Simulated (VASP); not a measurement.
A run of VASP 6.6.1 is set up as follows.

Contents of POSCAR:

```
BN
1.0
    0.0000000000      1.8130010000      1.8130010000
    1.8130010000      0.0000000000      1.8130010000
    1.8130010000      1.8130010000      0.0000000000
N B
1 1
Direct
    0.2500000000      0.2500000000      0.2500000000
    0.0000000000      0.0000000000      0.0000000000
```

INCAR.step1

```
  PREC = Accurate
  ENCUT = 520
  EDIFF = 1E-5
  ISMEAR = -1
  SIGMA = 0.05
  LREAL = False
  LASPH = True
  NELM = 80
  ALGO = Normal
  ISIF = 2
  LWAVE = True
  LCHARG = False
  GGA = PE
```

File INCAR.step2:

```
  PREC = Accurate
  ENCUT = 520
  EDIFF = 1E-7
  ISMEAR = -1
  SIGMA = 0.05
  LREAL = False
  LASPH = True
  NELM = 80
  ALGO = Normal
  ISIF = 2
  LWAVE = False
  LCHARG = False
  GGA = PE
  LHFCALC = True
  AEXX = 0.15
  PRECFOCK = Fast
  HFRCUT = -1
  ISTART = 1
```

File KPOINTS:

```
regular mesh
0
Gamma
  7 7 7
```

Potentials or basis: VASP PAW PBE potentials, release 64 (N, B).

Run with:

```console
$ cat potpaw_PBE.64/N/POTCAR potpaw_PBE.64/B/POTCAR > POTCAR
$ cp INCAR.step1 INCAR
$ mpirun -np 1 vasp_std > vasp.out
$ cp INCAR.step2 INCAR
$ mpirun -np 1 vasp_std > vasp.out
```

Q: Predict the band gap on the k mesh.

A: 5.95 eV, indirect (least direct gap 10.26 eV).

Q: Predict the pressure.

A: -5.5 GPa.

Caveat: the k mesh is coarse (spacing up to 0.43 Å⁻¹), so the values aren't converged, least of all with exact exchange; the PAW data sets were made with another functional, which shifts forces and pressure a little; an odd mesh through Γ misses points on the zone boundary, where band edges often lie.
